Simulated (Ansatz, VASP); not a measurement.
**SnSe (scan): VASP beside Ansatz**

```
CELL_PARAMETERS angstrom
4.28530 0.00000 0.00000
0.00000 4.28530 0.00000
0.00000 0.00000 10.98931
ATOMIC_POSITIONS crystal
Sn 0.50000 0.00000 0.37157
Sn 0.00000 0.50000 0.62843
Se 0.50000 0.00000 0.61522
Se 0.00000 0.50000 0.38478
```

Alike in both runs: functional r2SCAN; k mesh 6 × 6 × 4; occupations gaussian, width 0.02 eV; no spin polarisation.

Ansatz relaxed the structure, and its values are those at the end. VASP's run is a single point on that final structure, the one shown.

|  | VASP | Ansatz |
| --- | --- | --- |
| version | VASP 6.6.1 | Ansatz 0.2.0 |
| potentials or method | VASP PAW PBE potentials, release 64 (Sn_d, Se) | scalar-relativistic, plane waves, PAW |
| plane-wave cutoff (eV) | 520 | 500 |
| valence electrons in the cell | 40 | 60 |

|  | VASP | Ansatz | Ansatz less VASP |
| --- | --- | --- | --- |
| gap on the k mesh at the Fermi level (eV) | 1.76 | 1.77 | +0.004 |
| least direct gap on the mesh (eV) | 1.77 | 1.77 | +0.005 |
| rms of the force components (eV/Å) | 0.010 | 0.001 | -0.0092 |

With one functional, cell and mesh, what is left measures potentials, basis and numerics. The two sets of potentials don't hold the same shells in valence.

Caveats: the PAW data sets were made with another functional, which shifts forces and pressure a little (VASP); spin-orbit coupling is left out, which moves the levels of the heavy elements.
